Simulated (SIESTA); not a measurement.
The system is Na.

```
CELL_PARAMETERS angstrom
-2.14100 2.14100 2.14100
2.14100 -2.14100 2.14100
2.14100 2.14100 -2.14100
ATOMIC_POSITIONS crystal
Na 0.00000 0.00000 0.00000
```

- Program: SIESTA 5.4.2
- Task: single point
- Functional: PBEsol
- Potentials or basis: PseudoDojo 0.4 standard (PBEsol files)
- Basis: DZP (energy shift 0.003 Ry; two zetas on semicore shells)
- Grid cutoff: 800 Ry
- Energy shift: 0.003 Ry
- k mesh: 9 × 9 × 9
- Occupations: fermi-dirac, width 0.05 eV
- Spin: no spin polarisation

On this cell: pressure -0.5 GPa; band gap on the k mesh none (metal or under the smearing width).

The same run follows on a disturbed copy (cell strained at random at fixed volume):

```
Na
1.0
    -2.05761    2.14356    2.19933
     2.10814   -2.08308    2.18937
     2.09200    2.11746   -2.13885
Na
1
Cartesian
  -0.0089 -0.0136 0.0080
```

Q: What changes?

A: The energy (extrapolated to zero smearing) moves by +2.1 meV/atom; pressure -0.5 GPa; band gap on the k mesh none (metal or under the smearing width).

Stress tensor (GPa, compression positive):
```
-0.42 -0.10 -0.16
-0.10 -0.40 -0.22
-0.16 -0.22 -0.55
```

Caveats: the basis of atomic orbitals isn't converged, which shifts pressures, moduli and gaps.
